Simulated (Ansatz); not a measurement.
## MnO: single point with PBE+U

The system is MnO.

```
Mn O
1.0
    -1.48474    2.57165    2.89807
     2.96949    0.00000    2.89807
     1.48474    2.57165    0.00000
Mn O
2 2
Direct
  0.00000 0.00000 0.00000
  0.50000 0.50000 0.50000
  0.08333 0.41667 0.25000
  0.58333 0.91667 0.75000
```

Measurements of this composition are mostly on another form, of space group No. 225.

The cell isn't the ideal one: another cell of the same crystal, with 4 atoms.

| Item | Value |
| --- | --- |
| Program | Ansatz 0.2.0 |
| Task | single point |
| Functional | PBE |
| Potentials or basis | Ansatz PAW |
| Cutoff | 420 eV (not typed: the program's choice for these potentials) |
| k mesh | 7 × 7 × 7 |
| Occupations | gaussian, width 0.05 eV |
| Spin | collinear spin, ferrimagnetic start |
| Starting moments | [4.0, -2.0, 0.0, 0.0] μB |
| Hubbard terms | Mn d U = 2 eV |

The pressure is -0.5 GPa and the largest force is 0.113 eV/Å. The band gap on the k mesh is 0.40 eV, the net moment is 0.00 μB per cell and the absolute moment is 9.24 μB per cell. The site moments are Mn +4.14, -4.14; O +0.00 μB.

Forces in eV/Å, atoms in the order of the input:
```
Mn   0.098 -0.056  0.000
Mn   0.098 -0.057  0.000
O   -0.098  0.056  0.000
O   -0.098  0.056  0.000
```

Stress tensor (GPa, compression positive):
```
  4.42   1.70   0.00
  1.70   6.38   0.00
  0.00   0.00 -12.43
```

Levels at points of the mesh, in eV from the valence-band top:
Spin up:
```
           k point  band 17  band 18  band 19  band 20  band 21  band 22  band 23  band 24  band 25  band 26
(0.00, 0.00, 0.00)    -2.89    -2.28    -1.56    -1.25    -1.01     0.40     2.06     3.02     3.32     3.47
```
Spin down:
```csv
k point,band 18,band 19,band 20,band 21,band 22,band 23,band 24,band 25
"(0.00, 0.00, 0.00)",-2.28,-1.56,-1.25,-1.01,0.40,2.06,3.02,3.32
```

Eigenvalues of the final occupation matrices:
```csv
site,spin,trace,eigenvalues
site 1,1,4.93,0.97 0.98 0.99 0.99 0.99
site 1,2,0.38,0.05 0.06 0.07 0.10 0.10
site 2,1,0.38,0.05 0.06 0.07 0.10 0.10
site 2,2,4.93,0.97 0.98 0.99 0.99 0.99
```

Wall time 19 s on 2 threads of Intel(R) Xeon(R) Processor @ 2.70GHz (shared host), peak memory 0.54 GiB.

Caveat: the magnetic or orbital state may not be the lowest; odd divisions of the mesh miss points on the zone boundary, where band edges often lie, so the gap on the mesh can be too wide; the pressure holds a Pulay correction of +0.6 GPa for the finite cutoff. The state reached can hang on the start; a lower one may exist.
